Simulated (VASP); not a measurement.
# Se (P3_121) in VASP: notebook

One crystal, Se, is run at these levels: PBE+D3(BJ); tasks: relaxation of cell and atoms.

All numbers are computed with VASP 6.6.1; they aren't measurements. Logs are shortened: lines on timing, memory, paths and dates and some standing lists are left out, and cuts for length are marked.

**1. Starting point**

Symmetry: P3_121, No. 152, trigonal system. The conventional cell has a = 4.366 Å, b = 4.366 Å, c = 4.954 Å, α = 90.00°, β = 90.00°, γ = 120.00°. Se (site symmetry 2) is surrounded by 2 Se at 2.37 Å.

**2. Relaxation of cell and atoms, PBE+D3(BJ)**

Input file INCAR:

```
SYSTEM = Se
PREC = Accurate
ENCUT = 520
EDIFF = 1E-7
ISMEAR = 0
SIGMA = 0.02
LREAL = .FALSE.
LASPH = .TRUE.
NELM = 60
ALGO = Normal
ISIF = 3
LWAVE = .FALSE.
LCHARG = .FALSE.
GGA = PE
IVDW = 12
IBRION = 2
NSW = 80
EDIFFG = -0.002
```

Input file KPOINTS:

```
Automatic mesh
0
G
  3 3 2
  0 0 0
```

Input file POSCAR:

```
Se
1.0
    4.3662000000      0.0000000000      0.0000000000
   -2.1831000000      3.7812401200      0.0000000000
    0.0000000000      0.0000000000      4.9536000000
Se
3
Direct
    0.2254000000      0.0000000000      0.3333333300
    0.0000000000      0.2254000000      0.6666666700
    0.7746000000      0.7746000000      0.0000000000
```

Potentials or basis: VASP PAW PBE potentials, release 64 (Se).

The run is started by

```sh
cat potpaw_PBE.64/Se/POTCAR > POTCAR
mpirun -np 1 vasp_std > vasp.out
```

OUTCAR:

```text
SYSTEM = Se
   PREC = Accurate
   ENCUT = 520
   EDIFF = 1E-7
   ISMEAR = 0
   LREAL = .FALSE.
   LASPH = .TRUE.
   NELM = 60
   ISIF = 3
   GGA = PE
   IVDW = 12
   IBRION = 2
   NSW = 80
   EDIFFG = -0.002
 IVDW          = 12

 ion  position               nearest neighbor table
   1  0.225  0.000  0.333-   3 2.37   2 2.37
   2  0.000  0.225  0.667-   3 2.37   1 2.37
   3  0.775  0.775  0.000-   1 2.37   2 2.37

  LATTYP: Found a hexagonal cell.
 ALAT       =     4.3662000000
 C/A-ratio  =     1.1345334616

  Lattice vectors:

 A1 = (   4.3662000000,   0.0000000000,   0.0000000000)
 A2 = (  -2.1831000000,   3.7812401200,   0.0000000000)
 A3 = (   0.0000000000,   0.0000000000,   4.9536000000)

Analysis of symmetry for initial positions (statically):
=====================================================================
 Subroutine PRICEL returns:
 Original cell was already a primitive cell.

 Routine SETGRP: Setting up the symmetry group for a
 hexagonal supercell.

 Subroutine GETGRP returns: Found  6 space group operations
 (whereof  2 operations were pure point group operations)
 out of a pool of 24 trial point group operations.

The static configuration has the point symmetry C_2 .
 The point group associated with its full space group is D_3 .

Analysis of symmetry for dynamics (positions and initial velocities):
=====================================================================
 Subroutine PRICEL returns:
 Original cell was already a primitive cell.

 Routine SETGRP: Setting up the symmetry group for a
 hexagonal supercell.

 Subroutine GETGRP returns: Found  6 space group operations
 (whereof  2 operations were pure point group operations)
 out of a pool of 24 trial point group operations.

The dynamic configuration has the point symmetry C_2 .
 The point group associated with its full space group is D_3 .

 Subroutine INISYM returns: Found  6 space group operations
 (whereof  2 operations are pure point group operations),
 and found     1 'primitive' translations

----------------------------------------------------------------------------------------

                                     Primitive cell

  volume of cell :      81.7822

  direct lattice vectors                    reciprocal lattice vectors
     4.366200000  0.000000000  0.000000000     0.229032110  0.132231750  0.000000000
    -2.183100000  3.781240120  0.000000000     0.000000000  0.264463501  0.000000000
     0.000000000  0.000000000  4.953600000     0.000000000  0.000000000  0.201873385

  length of vectors
     4.366200000  4.366200002  4.953600000     0.264463501  0.264463501  0.201873385

  position of ions in fractional coordinates (direct lattice)
     0.225400000  0.000000000  0.333333330
     0.000000000  0.225400000  0.666666670
     0.774600000  0.774600000  0.000000000

  ion indices of the primitive-cell ions
   primitive index   ion index
                 1           1
                 2           2
                 3           3

----------------------------------------------------------------------------------------

 KPOINTS: Automatic mesh

Automatic generation of k-mesh.
 Grid dimensions read from file:
 generate k-points for:    3    3    2

 Generating k-lattice:

  Cartesian coordinates                     Fractional coordinates (reciprocal lattice)
     0.076344037  0.044077250  0.000000000     0.333333333  0.000000000  0.000000000
     0.000000000  0.088154500  0.000000000     0.000000000  0.333333333  0.000000000
     0.000000000  0.000000000  0.100936693     0.000000000  0.000000000  0.500000000

  Length of vectors
     0.088154500  0.088154500  0.100936693

  Shift w.r.t. Gamma in fractional coordinates (k-lattice)
     0.000000000  0.000000000  0.000000000

 Subroutine IBZKPT returns following result:
 ===========================================

 Found      6 irreducible k-points:

 Following reciprocal coordinates:
            Coordinates               Weight
  0.000000  0.000000  0.000000      1.000000
  0.333333 -0.000000  0.000000      6.000000
  0.333333  0.333333  0.000000      2.000000
  0.000000  0.000000  0.500000      1.000000
  0.333333 -0.000000  0.500000      6.000000
  0.333333  0.333333  0.500000      2.000000
   k-points           NKPTS =      6   k-points in BZ     NKDIM =      6   number of bands    NBANDS=     13
   number of dos      NEDOS =    301   number of ions     NIONS =      3
   total plane-waves  NPLWV =  40960
   dimension x,y,z NGX =    32 NGY =   32 NGZ =   40
   dimension x,y,z NGXF=    64 NGYF=   64 NGZF=   80
   ions per type =               3
   NGX,Y,Z   is equivalent  to a cutoff of  12.18, 12.18, 13.42 a.u.
   NGXF,Y,Z  is equivalent  to a cutoff of  24.37, 24.37, 26.85 a.u.
 SYSTEM =  Se
   PREC   = accura    normal or accurate (medium, high low for compatibility)
   ISTART =      0    job   : 0-new  1-cont  2-samecut
   ICHARG =      2    charge: 1-file 2-atom 10-const
   ISPIN  =      1    spin polarized calculation?
   LNONCOLLINEAR =      F non collinear calculations
   LSORBIT =      F    spin-orbit coupling
   LASPH  =      T    aspherical Exc in radial PAW
   ENCUT  =  520.0 eV  38.22 Ry    6.18 a.u.   8.12  8.12  9.21*2*pi/ulx,y,z
   NELM   =     60;   NELMIN=  2; NELMDL= -5     # of ELM steps
   EDIFF  = 0.1E-06   stopping-criterion for ELM
   LREAL  =      F    real-space projection
   EDIFFG = -.2E-02   stopping-criterion for IOM
   NSW    =     80    number of steps for IOM
   IBRION =      2    ionic relax: 0-MD 1-quasi-New 2-CG
   NFREE  =      1    steps in history (QN), initial steepest desc. (CG)
   ISIF   =      3    stress and relaxation
   ISYM   =      2    0-nonsym 1-usesym 2-fastsym
   POTIM  = 0.5000    time-step for ionic-motion
   TEBEG  =    0.0;   TEEND  =   0.0 temperature during run
   PSTRESS=    0.0 pullay stress
   NELECT =      18.0000    total number of electrons
   NUPDOWN=      -1.0000    fix difference up-down
   EMIN   =  10.00;   EMAX   =-10.00  energy-range for DOS
   EFERMI =   0.00;   METHOD = LEGACY
   ISMEAR =     0;   SIGMA  =   0.02  broadening in eV -4-tet -1-fermi 0-gaus
   EFERMI_NEDOS =   21; number of points for ismear=-14 and -15
   IALGO  =     38    algorithm
   IMIX   =      4    mixing-type and parameters
     AMIX     =   0.40;   BMIX     =  1.00
     AMIX_MAG =   1.60;   BMIX_MAG =  1.00
  volume/ion in A,a.u.               =      27.26       183.96
  Fermi-wavevector in a.u.,A,eV,Ry     =   0.988430  1.867862 13.292817  0.976995
  Thomas-Fermi vector in A             =   2.119956
   LORBIT       =      0    0 simple, 1 ext, 2 COOP (PROOUT), +10 PAW based schemes
   GGA     = PE    functional components
   LHFCALC =     F    Hartree Fock is set to
   AEXX    =    0.0000 exact exchange contribution
   IVDW    =    12    specifies the selected vdW correction
   LEPSILON=     F    determine dielectric tensor
   LRPA    =     F    only Hartree local field effects (RPA)
 conjugate gradient relaxation of ions
 non-spin polarized calculation
 Gauss-broadening in eV      SIGMA  =   0.02
  energy-cutoff  :      520.00
  volume of cell :       81.78
 maximum number of plane-waves:      2216
   NGX = 17   NGY = 17   NGZ = 19

--------------------------------------- Ionic step        1  -------------------------------------------

 number of electron      18.0000001 magnetization

 Free energy of the ion-electron system (eV)
  ---------------------------------------------------
  ext. energy  EPLUGINS =         0.00000000
  ---------------------------------------------------
  free energy    TOTEN  =       -10.36360810 eV

  energy without entropy =      -10.36360810  energy(sigma->0) =      -10.36360810

------------------------ aborting loop because EDIFF is reached ----------------------------------------

 Edisp (eV)   -0.94632

 E8    (eV) :    -0.3892

  FORCE on cell =-STRESS in cart. coord.  units (eV):
  Direction    XX          YY          ZZ          XY          YZ          ZX
  --------------------------------------------------------------------------------------
  -------------------------------------------------------------------------------------
  Total       0.27667     0.27667     1.26429     0.00000    -0.00000     0.00000
  in kB       5.42019     5.42019    24.76851     0.00000    -0.00000     0.00000
  external pressure =       11.87 kB  Pullay stress =        0.00 kB
[... 100 lines left out ...]
  FREE ENERGIE OF THE ION-ELECTRON SYSTEM (eV)
  ---------------------------------------------------
  free  energy   TOTEN  =       -11.3338320560 eV

  energy  without entropy=      -11.3338320560  energy(sigma->0) =      -11.33383206

[... ionic steps 4 to 17 ...]

--------------------------------------- Ionic step       18  -------------------------------------------

 number of electron      18.0000001 magnetization

------------------------ aborting loop because EDIFF is reached ----------------------------------------

 Edisp (eV)   -1.03138

 E8    (eV) :    -0.4258
[... 71 lines left out ...]
  energy  without entropy=      -11.3807751110  energy(sigma->0) =      -11.38077511

--------------------------------------- Ionic step       20  -------------------------------------------

 number of electron      18.0000001 magnetization

 Free energy of the ion-electron system (eV)
  ---------------------------------------------------
  ext. energy  EPLUGINS =         0.00000000
  ---------------------------------------------------
  free energy    TOTEN  =       -10.34843922 eV

  energy without entropy =      -10.34843922  energy(sigma->0) =      -10.34843922

 E-fermi :   3.4232     XC(G=0):  -9.2617

 val. band max:        3.3196387851   @ k =   0.3333   0.3333   0.5000
 cond. band min:       4.0781835625   @ k =   0.3333   0.3333   0.5000
 fundamental gap:      0.7585447774
 Fermi energy:         3.4231688760

 k-point     1 :       0.0000    0.0000    0.0000
  band No.  band energies     occupation
      1     -12.4835      2.00000
      2      -8.4421      2.00000
      3      -8.4421      2.00000
      4      -0.3426      2.00000
      5      -0.1686      2.00000
      6      -0.1686      2.00000
      7       1.4655      2.00000
      8       1.4655      2.00000
      9       2.8756      2.00000
     10       4.9248      0.00000
     11       4.9248      0.00000
     12       5.3640      0.00000
     13       9.8307      0.00000
[... 112 lines left out ...]
  FREE ENERGIE OF THE ION-ELECTRON SYSTEM (eV)
  ---------------------------------------------------
  free  energy   TOTEN  =       -11.3807771281 eV

  energy  without entropy=      -11.3807771281  energy(sigma->0) =      -11.38077713

 reached required accuracy - stopping structural energy minimisation
```

Wall time 54 s (1 thread of Intel Xeon 6975P-C (Granite Rapids), shared host); peak memory 0.2 GiB.

Results:

```
Free energy                            : -11.3808 eV
Relaxed volume                         : 25.28 Å³/atom
Relaxed cell                           : a = 4.160 Å, b = 4.160 Å, c = 5.059 Å, α = 90.00°, β = 90.00°, γ = 120.00°
Space group after relaxing (to 0.05 Å) : P3_121 (No. 152)
Energy gained by relaxing              : 23.6 meV/atom
Ionic steps                            : 20
Pressure after relaxing                : 0.0 GPa
Band gap on the k mesh                 : 0.76 eV, direct
Dispersion energy per atom             : -0.344 eV
```

Step by step:
```tsv
step	energy change (eV)	largest force (eV/Å)	pressure (GPa)	volume (Å³)
1	0.0000	0.6157	1.19	81.78
2	-0.0135	0.1589	-2.32	84.19
3	-0.0239	0.1288	-1.00	83.20
4	-0.0380	0.1137	-0.83	81.75
5	-0.0656	0.0737	-0.03	77.47
6	-0.0078	0.0449	3.45	69.29
7	-0.0676	0.1018	0.47	76.21
8	-0.0678	0.0940	0.64	75.63
9	-0.0634	0.2430	-0.94	75.75
10	-0.0700	0.0340	0.05	75.68
11	-0.0706	0.0199	0.01	75.79
12	-0.0708	0.0019	-0.04	75.94
13	-0.0708	0.0153	0.08	75.81
14	-0.0708	0.0051	0.01	75.89
15	-0.0708	0.0039	0.00	75.90
16	-0.0708	0.0042	-0.01	75.90
17	-0.0708	0.0047	-0.01	75.89
18	-0.0708	0.0049	0.00	75.89
19	-0.0709	0.0031	0.01	75.86
20	-0.0709	0.0019	0.01	75.83
```

Final structure:
```
CELL_PARAMETERS angstrom
4.16007 0.00000 0.00000
-2.08003 3.60272 0.00000
0.00000 0.00000 5.05928
ATOMIC_POSITIONS crystal
Se 0.24303 0.00000 0.33333
Se 0.00000 0.24303 0.66667
Se 0.75697 0.75697 0.00000
```

Caveat: the k mesh is coarse (spacing up to 0.63 Å⁻¹), so the values aren't converged; an odd mesh through Γ misses points on the zone boundary, where band edges often lie.

(Part 1 of 2 ends here.)
